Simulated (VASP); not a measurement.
A run of VASP 6.6.1 is set up as follows.

run.py

```python
from ase.calculators.vasp import Vasp
from ase.dft.bandgap import bandgap
from ase.io import read

atoms = read('Sb.xyz')
calc = Vasp(
    directory='calc',
    xc='hse06',
    pp='PBE',
    setups='recommended',
    pp_version='54',
    prec='Accurate',
    encut=520,
    ediff=1e-07,
    ismear=-1,
    sigma=0.1,
    lreal=False,
    lasph=True,
    nelm=60,
    algo='Normal',
    isif=2,
    lwave=False,
    lcharg=True,
    precfock='Fast',
    ivdw=12,
    vdw_s6=1.0,
    vdw_s8=2.31,
    vdw_a1=0.383,
    vdw_a2=5.685,
    lelf=True,
    lvhar=True,
    kpts=[4, 4, 4],
    gamma=True,
    nbands=8,
)
atoms.calc = calc

print('energy (eV):', atoms.get_potential_energy())
print('free energy (eV):', atoms.get_potential_energy(force_consistent=True))
print('forces (eV/A):')
print(atoms.get_forces())
print('stress (eV/A^3, Voigt):', atoms.get_stress())
print('Fermi level (eV):', calc.get_fermi_level())
gap, top, bottom = bandgap(calc)
print('band gap (eV):', gap, 'from (spin, k, band)', top, 'to', bottom)
```

File Sb.xyz:

```xyz
1
Lattice="3.1634070000 -0.0148830000 -0.0115690000 -0.0148830000 3.1367540000 0.0271710000 -0.0115690000 0.0271710000 3.1803380000" Properties=species:S:1:pos:R:3 pbc="T T T"
Sb     0.0246148539      0.0438781502      0.0292129643
```

Potentials or basis: VASP PAW PBE potentials, release 54 (Sb).

Run with:

```console
$ python run.py
```

(1) Predict the dispersion energy per atom.

(2) Estimate the band gap on the k mesh.

(3) Estimate the pressure.

Answers

(1) -0.599 eV.

(2) none (metal or under the smearing width).

(3) -9.3 GPa.

Caveat: the k mesh is coarse (spacing up to 0.50 Å⁻¹), so the values aren't converged, least of all with exact exchange; the PAW data sets were made with another functional, which shifts forces and pressure a little; pairwise dispersion overbinds metals, which lowers pressure and volume.
